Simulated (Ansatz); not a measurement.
## P: where the heat goes in a short trajectory

Level of theory: DFT PBE+D3(BJ), scalar-relativistic, plane waves, PAW in Ansatz. Cutoff 420 eV, shifted (0.5, 0.5, 0.5 steps) 2×2×2 k-points, Fermi–Dirac smearing of 0.22 eV. The mesh is coarse. No spin polarisation.

16 atoms start on the lattice sites below (V = 284.1 Å³, 1.10 times the source cell's; static pressure -9.68 GPa, largest force component 0.20 eV/Å) with velocities drawn for 2600 K; constant energy, at which the real crystal may have melted, fixed cell, 92 steps of 6 fs.

```xyz
16
Lattice="-3.5629 -6.1711 0.0000 -7.1257 0.0000 0.0000 -3.5629 -2.0570 -6.4614" Properties=species:S:1:pos:R:3 pbc="T T T"
P    -7.1257   -4.1140   -1.0298
P    -3.5629   -4.1140   -1.0298
P    -5.3443   -1.0285   -1.0298
P    -8.9072   -5.1426   -4.2605
P    -1.7814   -1.0285   -1.0298
P    -5.3443   -5.1426   -4.2605
P    -7.1257   -2.0570   -4.2605
P    -3.5629   -2.0570   -4.2605
P   -10.6886   -6.1711   -2.2009
P    -7.1257   -6.1711   -2.2009
P    -8.9072   -3.0855   -2.2009
P   -12.4700   -7.1996   -5.4316
P    -5.3443   -3.0855   -2.2009
P    -8.9072   -7.1996   -5.4316
P   -10.6886   -4.1140   -5.4316
P    -7.1257   -4.1140   -5.4316
```

```
t (fs) T (K) kinetic energy (meV/atom) potential energy over the first frame (meV/atom) P with the kinetic part (GPa)
   0.0   2600                      315.1                                               0.0                          -7.66
  36.0   1059                      128.3                                             189.0                          -3.98
  72.0    788                       95.5                                             223.0                          -5.96
 108.0   1333                      161.5                                             156.8                          -4.00
 144.0   1727                      209.3                                             107.9                          -5.16
 180.0    810                       98.2                                             221.1                          -3.86
 216.0   1347                      163.2                                             154.3                          -4.33
 252.0   1269                      153.8                                             164.4                          -4.95
 288.0   1197                      145.1                                             173.0                          -4.63
 324.0   1158                      140.4                                             178.5                          -3.57
 360.0   1179                      142.9                                             175.8                          -3.56
 396.0   1066                      129.1                                             189.0                          -2.70
 432.0    931                      112.8                                             205.5                           0.41
 468.0   1330                      161.2                                             157.0                          -3.36
 504.0   1338                      162.2                                             156.4                          -5.86
 540.0   1349                      163.5                                             154.6                          -3.84
```

T counts 3N − 3 degrees of freedom. Means over every step of the second half, not only the rows shown: T = 1228 K, kinetic energy 148.8 meV/atom, potential energy 169.3 meV/atom, P = -3.43 GPa.

**Question.** Does the potential energy follow equipartition for harmonic vibrations?

**Answer.** In a harmonic crystal each vibration holds as much potential as kinetic energy on average, here 148.8 meV/atom. The run has 169.3, a ratio of 1.14. That is near one, as for a crystal vibrating about its sites. At constant energy a start from the lattice sites hands about half of the kinetic energy to the potential, so T should settle near 1300 K. The time step adds a little: a Verlet scheme lowers a mode's mean kinetic energy against its potential energy by the factor 1 − (ωΔt)²/4. So short a run gives a rough mean. Electronic entropy is part of the potential energy at this smearing.

**Question.** Split the rise of pressure into the kinetic part and the rest. Can a thermal Grüneisen parameter be estimated?

**Answer.** The program counts the kinetic part as N k_B T/V = 0.95 GPa. The pressure lies 6.25 GPa over the static one in all, so the forces add 5.30 GPa. For a harmonic mode with ω ∝ V^(−γ) and an amplitude that scales with the cell, the forces add (2γ − 2/3)U/V, which needs no equipartition; when U equals the kinetic energy K, this and the kinetic part 2K/(3V) sum to the Mie–Grüneisen γE_th/V. With U = N × 169.3 meV, γ = 1/3 + V ΔP_forces/(2U) = 2.07, for harmonic vibrations a mean over the modes weighted by their potential energy, for uniform scaling of the cell (in a layered or otherwise anisotropic crystal this differs from γ under hydrostatic pressure). Most solids fall between 1 and 3, and tetrahedral, framework and layered ones often lower; anharmonic motion and pressure swings in a cell of 16 atoms make this value uncertain by tenths or more.

Cost: 1 run of about 8.6 core-minutes (earlier runs that led there not counted), on Arm Neoverse V2 (shared hosts).

The energy exchange shows rapid sharing between motion and bond distortion, but a potential-to-kinetic ratio of 1.14 doesn't by itself establish harmonic vibration or a surviving crystal. The starting geometry is an arsenic-type network, in which each atom has three short covalent bonds, formed mainly from p orbitals, and three longer contacts between puckered layers. Its expanded cell puts both under tension, and the residual forces show that the atoms don't start at a potential minimum. The potential energy counted from the first frame therefore understates the energy above the relaxed structure.

Thermal motion samples the steep repulsive side of the bonds and offsets much of the tension, though the mean pressure remains negative. Pressure doesn't follow instantaneous temperature: the frames at 788 and 810 K differ markedly, which suggests that it depends on which bonds and layer spacings are distorted. The Grüneisen estimate of 2.07 probably mixes vibrational pressure with relaxation of the puckering, so it is better read as an effective response of this stretched cell than as a property of equilibrium phosphorus.
